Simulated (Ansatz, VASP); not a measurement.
## One calculation of InAs, two programs

```
In As
1.0
     0.00000    3.00744    3.00744
     3.00744    0.00000    3.00744
     3.00744    3.00744    0.00000
In As
1 1
Direct
  0.50000 0.50000 0.50000
  0.00000 0.00000 0.00000
```

Alike in both runs: task single point; functional PBEsol; k mesh 12 × 12 × 12; occupations gaussian, width 0.1 eV; no spin polarisation.

|  | VASP | Ansatz |
| --- | --- | --- |
| version | VASP 6.6.1 | Ansatz 0.2.0 |
| potentials or method | VASP PAW PBE potentials, release 64 (In_d, As) | scalar-relativistic, plane waves, PAW |
| plane-wave cutoff (eV) | 520 | 420 |
| valence electrons in the cell | 18 | 28 |

|  | VASP | Ansatz | Ansatz less VASP |
| --- | --- | --- | --- |
| gap on the k mesh at the Fermi level (eV) | none | none | - |
| pressure (GPa) | -8.4 | -8.4 | -0.05 |

A gap of «none» marks a metal or a gap that the smearing closes. The two sets of potentials don't hold the same shells in valence.

Caveats: the PAW data sets were made with another functional, which shifts forces and pressure a little (VASP).
